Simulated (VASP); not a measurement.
A run of VASP 6.6.1 is set up as follows.

The input INCAR:

```
PREC = Accurate ; ENCUT = 600
EDIFF = 1E-7 ; ISMEAR = 0
SIGMA = 0.03 ; LREAL = False
LASPH = True ; NELM = 80
ALGO = Normal ; ISIF = 3
LWAVE = False ; LCHARG = False
GGA = PE ; IVDW = 12
IBRION = 2 ; NSW = 90
EDIFFG = -0.005
```

Contents of KPOINTS:

```
Automatic mesh
0
Gamma
  9 9 5
```

File POSCAR:

```
Te                                      
1.0
    4.3116406646      0.0000000000      0.0000000000
   -2.1558203323      3.7339903476     -0.0000000000
   -0.0000000000      0.0000000000      5.9747718350
  Te            
     3
Direct
     0.2850979872755527    0.0000000000000000    0.3333333332999970
     0.0000000000000005    0.2850979872755538    0.6666666667000030
     0.7149020127244465    0.7149020127244462    0.0000000000000000
```

Potentials or basis: VASP PAW PBE potentials, release 64 (Te).

Run with:

```console
$ cat potpaw_PBE.64/Te/POTCAR > POTCAR
$ mpirun -np 1 vasp_std > vasp.out
```

(1) Predict the space group after relaxing (to 0.05 Å).

(2) Estimate the relaxed volume.

Answers

(1) P3_121 (No. 152).

(2) 32.06 Å³/atom.
